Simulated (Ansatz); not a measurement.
# CaO: the cell at several levels of theory

An exercise on one series of results from a longer session: the logs are not shown, and one member is left open.

Program: Ansatz 0.2.0. PAW datasets, plane waves, zero pressure. Values at 0 K without nuclear motion; spin polarisation is off, and the phase may be a hypothetical one.

**The structure to begin with**

This is the cell as the run starts from it, not yet at rest; its lengths are not the crystal's.

Space group P6_3/mmc (No. 194), hexagonal; conventional cell a = 3.320 Å, c = 5.411 Å, 12.91 Å³ an atom. Around Ca lie 6 O at 2.35 Å; around O lie 6 Ca at 2.35 Å.

As a file:

```cif
data_structure
_symmetry_space_group_name_H-M 'P 1'
_symmetry_Int_Tables_number 1
_cell_length_a 3.3197
_cell_length_b 3.3197
_cell_length_c 5.4112
_cell_angle_alpha 90.000
_cell_angle_beta 90.000
_cell_angle_gamma 120.000
_cell_volume 51.65
loop_
_atom_site_label
_atom_site_type_symbol
_atom_site_fract_x
_atom_site_fract_y
_atom_site_fract_z
_atom_site_occupancy
Ca1 Ca 0.00000 0.00000 0.00000 1
Ca2 Ca 0.00000 0.00000 0.50000 1
O1 O 0.33333 0.66667 0.25000 1
O2 O 0.66667 0.33333 0.75000 1
```

The first run:

Input file input.yaml:

```yaml
crystal:
  lattice:
    - [3.31974348, 0.0, 0.0]
    - [-1.65987174, 2.8749821877, 0.0]
    - [0.0, 0.0, 5.4111818724]
  atoms:
    - { symbol: Ca, position: [0.0, 0.0, 0.0] }
    - { symbol: Ca, position: [0.0, 0.0, 0.5] }
    - { symbol: O, position: [0.3333333333, 0.6666666667, 0.25] }
    - { symbol: O, position: [0.6666666667, 0.3333333333, 0.75] }
kpoints:
  mp_grid: { grid: [12, 12, 4] }
hamiltonian:
  xc: pbe
scf:
  occupations: { method: fermi_dirac, width: 0.02 }
relax:
  f_tol: 0.005
  cell: {}
```

Run with:

```console
$ ansatz run input.yaml --threads 2 --pin off --max-ram 2211MiB --backend cpu --events-out ev --progress --plain --runs-dir out
```

Among the steps run: Relaxation with PBE; r2SCAN: cell and atoms; PBEsol: cell and atoms; Relaxation with LDA; HSE06: cell and atoms.

One table of the session follows, with a row left open; its other results are not shown here.

```
 level  a (Å)  c (Å)  volume (Å³/atom)
   PBE  3.346  5.867            14.221
r2SCAN  3.320  5.814            13.875
PBEsol  3.301  5.788            13.653
   LDA  3.260  5.711            13.139
 HSE06      ?      ?                 ?
```

**Question.** Estimate the row for HSE06.

The run gave: a (Å): 3.322; c (Å): 5.822; volume (Å³/atom): 13.912. In the column «a (Å)» it lies between r2SCAN (3.320) and PBE (3.346).

The first relaxation changed the volume by +10.1 % from the start. The volume runs from LDA (least) to PBE (most), a spread of 8.2 %, or 2.7 % in length if all axes shared it alike. The meshes differ: PBE 12×12×4, r2SCAN 12×12×4, PBEsol 12×12×4, LDA 12×12×4, HSE06 6×6×4.
